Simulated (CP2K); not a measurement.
## HfC under changes of volume

One of the cells (12.568 Å³/atom); the others are scaled copies at fixed shape and fractional positions:

```
Hf C
1.0
     3.28805    0.00000    0.00000
     1.64402    2.84753    0.00000
     1.64402    0.94918    2.68468
Hf C
1 1
Direct
  0.50000 0.50000 0.50000
  0.00000 0.00000 0.00000
```

* Program: CP2K 2026.2
* Functional: PBE
* Potentials or basis: POTENTIAL_UZH Hf GTH-PBE-q12, C GTH-PBE-q4; TZVP-MOLOPT-PBE-GTH basis
* Density cutoff: 6123 eV
* k mesh: 10 × 10 × 10
* Occupations: fermi-dirac, width 0.05 eV
* Spin: no spin polarisation

```tsv
volume (Å³/atom)	energy over the lowest point (meV/atom)	pressure (GPa)
11.814	?	?
12.065	10.47	8.6
12.317	1.24	3.3
12.568	0.00	-1.6
12.819	5.96	-5.9
13.071	18.43	-9.9
13.322	36.79	-13.4
```

Problem. What does the run at 11.814 Å³/atom give?

Solution. Energy over the lowest point 28.53 meV/atom; pressure 14.5 GPa.

Worked out: A Birch-Murnaghan fit of order 3 (a polynomial in V^(-2/3)) to the other rows has its minimum at 12.48 Å³/atom with B0 = V·E''(V) = 236 GPa and B' = 4.0. It gives 28.45 meV/atom at 11.814 Å³/atom, against the run's 28.53, and -dE/dV = 14.5 GPa, against 14.5.

Energies are extrapolated to zero smearing.

Caveats: the basis of atomic orbitals isn't converged, which shifts pressures, moduli and gaps.
